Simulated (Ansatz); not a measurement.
# Bi in Ansatz: the effect of functional

The system is Bi.

```xyz
4
Lattice="4.5633 0.0000 0.0000 0.0000 4.4340 0.0000 -0.3389 0.0000 6.3790" Properties=species:S:1:pos:R:3 pbc="T T T"
Bi    0.8933    1.1085    4.7762
Bi    3.3311    3.3255    1.6028
Bi    1.0560    1.1085    1.5876
Bi    3.1684    3.3255    4.7914
```

The cell isn't the ideal one: volume scaled by 0.94.

Alike in all runs:

| Item | Value |
| --- | --- |
| Program | Ansatz 0.2.0 |
| Task | single point |
| Potentials or basis | Ansatz PAW |
| k mesh | 6 × 6 × 4 |
| Occupations | fermi-dirac, width 0.05 eV |
| Spin | no spin polarisation |

```tsv
functional	cutoff	pressure (GPa)
LDA	420 eV (not typed: the program's choice for these potentials)	0.6
r2SCAN	500 eV (not typed: the program's choice for these potentials)	?
PBE	420 eV (not typed: the program's choice for these potentials)	4.8
```

Question: What does the run with functional r2SCAN give?

Answer: Pressure 3.8 GPa.

Caveats: the PAW data sets come from PBE, with cores solved anew for the run's functional, which leaves a small shift of forces and pressure (some runs).
